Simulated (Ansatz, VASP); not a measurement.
**Te: VASP beside Ansatz**

```
Te
1.0
     3.22509    0.00000    0.00000
    -1.61255    2.79301    0.00000
     0.00000    0.00000    3.02998
Te
1
Direct
  0.00000 0.00000 0.00000
```

Alike in both runs: functional PBE; k mesh 14 × 14 × 13; occupations fermi-dirac, width 0.1 eV; no spin polarisation.

Ansatz relaxed the structure, and its values are those at the end. VASP's run is a single point on that final structure, the one shown.

|  | VASP | Ansatz |
| --- | --- | --- |
| version | VASP 6.6.1 | Ansatz 0.2.0 |
| potentials or method | VASP PAW PBE potentials, release 64 (Te), cutoff 520 eV | all-electron LAPW, scalar-relativistic |

|  | VASP | Ansatz | Ansatz less VASP |
| --- | --- | --- | --- |
| pressure (GPa) | 9.0 | 9.0 | +0.06 |

Ansatz ran all-electron here, so the differences hold the error of VASP's frozen core and of both bases.

The runs have no spin-orbit coupling, so splittings on Te are missing.
